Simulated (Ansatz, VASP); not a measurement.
**Zn: VASP beside Ansatz**

```xyz
1
Lattice="0.0000 1.9382 1.9382 1.9382 0.0000 1.9382 1.9382 1.9382 0.0000" Properties=species:S:1:pos:R:3 pbc="T T T"
Zn    0.0000    0.0000    0.0000
```

Change from the starting cell: volume scaled by 0.96.

Alike in both runs: task single point; functional PBEsol; k mesh 12 × 12 × 12; occupations fermi-dirac, width 0.05 eV; no spin polarisation.

```csv
,VASP,Ansatz
version,VASP 6.6.1,Ansatz 0.2.0
potentials or method,"VASP PAW PBE potentials, release 64 (Zn)",Ansatz PAW
plane-wave cutoff (eV),520,420
valence electrons in the cell,12,12
```

```tsv
	VASP	Ansatz	Ansatz less VASP
gap on the k mesh at the Fermi level (eV)	none	none	-
pressure (GPa)	-2.2	-2.6	-0.41
```

A gap of «none» marks a metal or a gap that the smearing closes.

Caveats: the PAW data sets were made with another functional, which shifts forces and pressure a little (VASP); the PAW data sets come from PBE, with cores solved anew for the run's functional, which leaves a small shift of forces and pressure (Ansatz).
